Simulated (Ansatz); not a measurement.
KBr (rocksalt), relaxed with r2SCAN: space group Fm-3m (No. 225), cubic; conventional cell a = 6.604 Å, 36.01 Å³ an atom. K has 6 Br at 3.30 Å; Br has 6 K at 3.30 Å. One-shot G0W0@PBE in Ansatz on a 4×4×4 mesh (contour deformation, no spin-orbit coupling), from a PBE gap of 4.430 eV over the mesh points (the G0W0 gap is direct on the mesh); the number N of bands summed and the screening cutoff rise together. No spin polarisation and no zero-point or thermal motion.

```tsv
N	cutoff (eV)	1000/N	G0W0 gap (eV)
171	100	5.848	6.853
402	180	2.488	7.028
```

Q: Lay a straight line in 1000/N through these rows.

A: The slope is -0.0521 eV per unit of 1000/N and the intercept 7.158 eV.

Q: Predict the gap at N = 774 (260 eV).

A: 7.158 + (-0.0521) × 1.292 = 7.091 eV; the run gives 7.077 eV, -0.014 eV from the line.

Q: With that run's result added, what limit do the last two rows suggest?

A: Their slope is (7.077 − 7.028)/(1.292 − 2.488) = -0.0410, which meets 1/N = 0 at 7.13 eV, against 7.158 eV from the first line. The slope flattens, so the first line overshoots; the k mesh isn't extrapolated.

Spin-orbit coupling is left out.
